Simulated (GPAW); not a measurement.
The system is CdS (Hawleyite).

```
Cd S
1.0
     0.00000    2.91650    2.91650
     2.91650    0.00000    2.91650
     2.91650    2.91650    0.00000
Cd S
1 1
Direct
  0.00000 0.00000 0.00000
  0.75000 0.75000 0.75000
```

* Program: GPAW 26.7.0
* Task: relaxation of cell and atoms
* Functional: LDA
* Potentials or basis: the program's PAW data sets (release 1.2.1) made for this functional
* Cutoff: 600 eV
* Basis: pw
* k mesh: 8 × 8 × 8
* Occupations: fermi-dirac, width 0.05 eV
* Spin: no spin polarisation

At the start: pressure -2.7 GPa; volume 24.81 Å³/atom.

Q: Where does the relaxation end?

A: Over 4 steps the energy falls by 8.8 meV/atom and the volume is 23.77 Å³/atom (-4.2 %); space group F-43m (No. 216, to 0.05 Å).

Step by step:
```tsv
step	energy change (eV)	largest force (eV/Å)	pressure (GPa)	volume (Å³)
1	0.0000	0.0000	-2.67	49.62
2	-0.0065	0.0000	-2.17	49.18
3	-0.0175	0.0000	0.14	47.43
4	-0.0175	0.0000	-0.01	47.53
```

Final structure:
```yaml
crystal:
  lattice:
    - [0.00000, 2.87511, 2.87511]
    - [2.87511, 0.00000, 2.87511]
    - [2.87511, 2.87511, 0.00000]
  atoms:
    - { symbol: Cd, position: [0.00000, 0.00000, 0.00000] }
    - { symbol: S, position: [0.75000, 0.75000, 0.75000] }
```

Caveat: later steps reuse the first step's grids.
